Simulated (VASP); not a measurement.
Set up this calculation in VASP 6.6.1, as the native input.

* Task: relaxation of cell and atoms
* Functional: PBE
* Potentials or basis: VASP PAW PBE potentials, release 64 (Mo_sv)
* Cutoff: 600 eV
* k mesh: 12 × 12 × 12
* Occupations: methfessel-paxton, width 0.2 eV
* Spin: no spin polarisation
* Further INCAR settings: ALGO = Normal; EDIFF = 1e-07; IBRION = 2; EDIFFG = -0.01; NSW = 60; ISIF = 3

The structure of Mo lies in POSCAR:

```
Mo
1.0
   -1.5800000000      1.5800000000      1.5800000000
    1.5800000000     -1.5800000000      1.5800000000
    1.5800000000      1.5800000000     -1.5800000000
Mo
1
Direct
    0.0000000000      0.0000000000      0.0000000000
```

The cell was built by a generator and needn't be a form met in nature.

One way to write it, as run:

INCAR

```
SYSTEM = Mo
PREC = Accurate ; ENCUT = 600
EDIFF = 1E-7 ; ISMEAR = 1
SIGMA = 0.2 ; LREAL = .False.
LASPH = .True. ; NELM = 80
ALGO = Normal ; ISIF = 3
LWAVE = .False. ; LCHARG = .False.
GGA = PE ; IBRION = 2
NSW = 60 ; EDIFFG = -0.01
KPAR = 4
```

KPOINTS

```
regular mesh
0
Gamma
  12 12 12
  0 0 0
```

Potentials or basis: VASP PAW PBE potentials, release 64 (Mo_sv).

The run is started by

```bash
$ cat potpaw_PBE.64/Mo_sv/POTCAR > POTCAR
$ mpirun -np 4 vasp_std > vasp.out
```

Results of the run:

| Property | Result |
| --- | --- |
| Relaxed volume | 15.80 Å³/atom |
| Relaxed cell | a = 2.738 Å, b = 2.738 Å, c = 2.738 Å, α = 109.47°, β = 109.47°, γ = 109.47° |
| Space group after relaxing (to 0.05 Å) | Im-3m (No. 229) |
| Energy gained by relaxing | 0.0 meV/atom |
| Ionic steps | 3 |
| Pressure after relaxing | 0.0 GPa |
| Band gap on the k mesh | none (metal or under the smearing width) |

It took 9.8 s on 4 MPI ranks on Intel(R) Xeon(R) Platinum 8559C (Emerald Rapids), with other jobs on the host, peak memory 0.14 GiB a rank.
